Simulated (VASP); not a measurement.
Wanted: the native input for a VASP 6.6.1 run.

```yaml
Task: single point
Functional: PBEsol
Potentials_or_basis: VASP PAW PBE potentials, release 64 (Ta_pv, C)
Cutoff: 520 eV
k_mesh: 16 × 16 × 16
Occupations: gaussian, width 0.1 eV
Spin: no spin polarisation
Further_INCAR_settings: ALGO = Normal; EDIFF = 1e-06; NBANDS = 14
```

The structure of TaC lies in POSCAR:

```
TaC
1.0
    0.0000000000      2.2338976900      2.2338976900
    2.2338976900      0.0000000000      2.2338976900
    2.2338976900      2.2338976900      0.0000000000
Ta C
1 1
Direct
    0.0000000000      0.0000000000      0.0000000000
    0.5000000000      0.5000000000      0.5000000000
```

The cell is a database's computed one.

One way to write it, as run:

INCAR

```
PREC     = Accurate       # precision mode
ENCUT    = 520            # plane-wave cutoff, eV
EDIFF    = 1E-6           # SCF threshold, eV
ISMEAR   = 0              # smearing method
SIGMA    = 0.1            # smearing width, eV
LREAL    = F              # projectors in reciprocal space
LASPH    = T              # aspherical terms in the spheres
NELM     = 100            # most SCF steps
ALGO     = Normal         # electronic algorithm
ISIF     = 2              # what is computed and relaxed
LWAVE    = F              # write WAVECAR
LCHARG   = F              # write CHGCAR
GGA      = PS             # functional
NBANDS   = 14             # bands
```

KPOINTS

```
Automatic mesh
0
Gamma
  16 16 16
```

Potentials or basis: VASP PAW PBE potentials, release 64 (Ta_pv, C).

Launch:

```sh
$ cat potpaw_PBE.64/Ta_pv/POTCAR potpaw_PBE.64/C/POTCAR > POTCAR
$ mpirun -np 1 vasp_std > vasp.out
```

It gave:

* Pressure: -5.5 GPa
* Band gap on the k mesh: none (metal or under the smearing width)

Caveat: the PAW data sets were made with another functional, which shifts forces and pressure a little.

Run time: 22 s on 1 thread of AMD EPYC 9R14 (Zen 4), with other jobs on the host, peak memory 0.14 GiB.
